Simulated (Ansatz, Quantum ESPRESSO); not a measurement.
## ZrB2 and the pressure, program beside program

The cell as given:

```cif
data_structure
_symmetry_space_group_name_H-M 'P6/mmm'
_symmetry_Int_Tables_number 191
_cell_length_a 3.1700
_cell_length_b 3.1700
_cell_length_c 3.5330
_cell_angle_alpha 90.000
_cell_angle_beta 90.000
_cell_angle_gamma 120.000
_cell_volume 30.75
loop_
_atom_site_label
_atom_site_type_symbol
_atom_site_symmetry_multiplicity
_atom_site_Wyckoff_symbol
_atom_site_fract_x
_atom_site_fract_y
_atom_site_fract_z
_atom_site_occupancy
Zr1 Zr 1 a 0.00000 0.00000 0.00000 1
B1 B 2 d 0.66667 0.33333 0.50000 1
```

Kept alike: task relaxation of cell and atoms; functional PBEsol; k mesh 10 × 10 × 8; occupations fermi-dirac, width 0.05 eV; no spin polarisation. The mesh is that of the run's cell of 3 atoms. No spin-orbit coupling.

- A: Ansatz, all-electron LAPW, scalar-relativistic
- B: Quantum ESPRESSO, SSSP 1.3 efficiency PBE, made for PBE, cutoff 857 eV

| pressure (GPa) | A: volume (Å³/atom) | B: volume (Å³/atom) |
| --- | --- | --- |
| 0 | 10.078 | 10.063 |
| 5 | 9.886 | 9.871 |
| 10 | 9.710 | 9.696 |
| 20 | 9.398 | 9.385 |
| 30 | 9.129 | 9.116 |

Values on potentials made for another functional: all of B. Values hold for each row's relaxed cell, which stops near the pressure aimed at. The runs follow the start's structure, whether or not it is the stable one at these pressures.

Task: How large is the effect of the pressure, and do the programs agree on it?

Result: From 0 to 30 GPa the volume moves by -0.949 in A, -0.947 in B (Å³/atom). Row by row the programs differ by 0.013 to 0.015, and over this span the shifts, as printed, agree within 1 %.
